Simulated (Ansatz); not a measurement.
**From barrier to diffusion: H in ZrS2**

All numbers below come from DFT PBE, scalar-relativistic, plane waves, PAW (Ansatz 0.2.0). Settings: 420 eV cutoff, 2×2×2 k-mesh, shifted by half a step, Gaussian smearing of 0.02 eV, no spin polarisation.

Host crystal, relaxed:

```yaml
crystal:
  lattice:
    - [3.68521, 0.00000, 0.00000]
    - [-1.84260, 3.19148, 0.00000]
    - [0.00000, 0.00000, 6.75791]
  atoms:
    - { symbol: Zr, position: [0.00000, 0.00000, 0.00000] }
    - { symbol: S, position: [0.66667, 0.33333, 0.78568] }
    - { symbol: S, position: [0.33333, 0.66667, 0.21432] }
```

In a supercell of 24 host sites, interstitial H hops to an equivalent place, moving 2.44 Å. Climbing-image nudged elastic band at fixed cell; the order of the saddle wasn't checked, and the small cell leaves errors of about a tenth of an eV. Zero-point motion and tunnelling, which matter for H, are left out.

A cell with an odd number of electrons and no spin polarisation is a metal by construction and may be lower with spin.

| image | path (Å) | E − E(0) (eV) |
| --- | --- | --- |
| 0 | 0.00 | 0.000 |
| 1 | 0.55 | 0.060 |
| 2 | 1.10 | 0.291 |
| 3 | 1.64 | 0.766 |
| 4 | 2.19 | 0.291 |
| 5 | 2.74 | 0.060 |
| 6 | 3.29 | 0.000 |

**Question.** What are the barriers forward and back, and what attempt frequency does the shape suggest?

**Answer.** Forward 0.77 eV, back 0.77 eV, the ends being level. For a sinusoidal profile E_b sin²(πx/l), with the H atom alone moving, ν = (1/l)√(E_b/2m) = 2.5×10¹³ s⁻¹, within an order of magnitude of the customary 10¹³ s⁻¹; a true prefactor needs the vibrations at the minimum and at the saddle.

**Question.** With ν = 10¹³ s⁻¹, give the forward jump rate along this one path, the wait 1/k for that jump, the diffusivity D ≈ l²k and the distance √(Dt) covered in an hour at 300, 600 and 1000 K, taking the host as solid throughout.

**Answer.** k = ν exp(−E_b/k_BT):
| T (K) | k (1/s) | wait (s) | D (cm²/s) | √(Dt) in 1 h (nm) |
| --- | --- | --- | --- | --- |
| 300 | 1.4 | 0.73 | 8.1×10⁻¹⁶ | 17 |
| 600 | 3.7×10⁶ | 2.7×10⁻⁷ | 2.2×10⁻⁹ | 2.8×10⁴ |
| 1000 | 1.4×10⁹ | 7.2×10⁻¹⁰ | 8.2×10⁻⁷ | 5.4×10⁵ |

D = l²k holds for six equivalent jumps in three dimensions (z l²k/6) and is a scale otherwise. Long-range transport needs a connected net of such jumps, and traps slow it. D is that of an interstitial already there. An error of 0.1 eV in the barrier changes k by a factor of 48 at 300 K and 3.2 at 1000 K.

Cost: 1 run of about 28 core-minutes, on Intel Xeon Platinum 8259CL (Skylake/Cascade Lake) (shared hosts).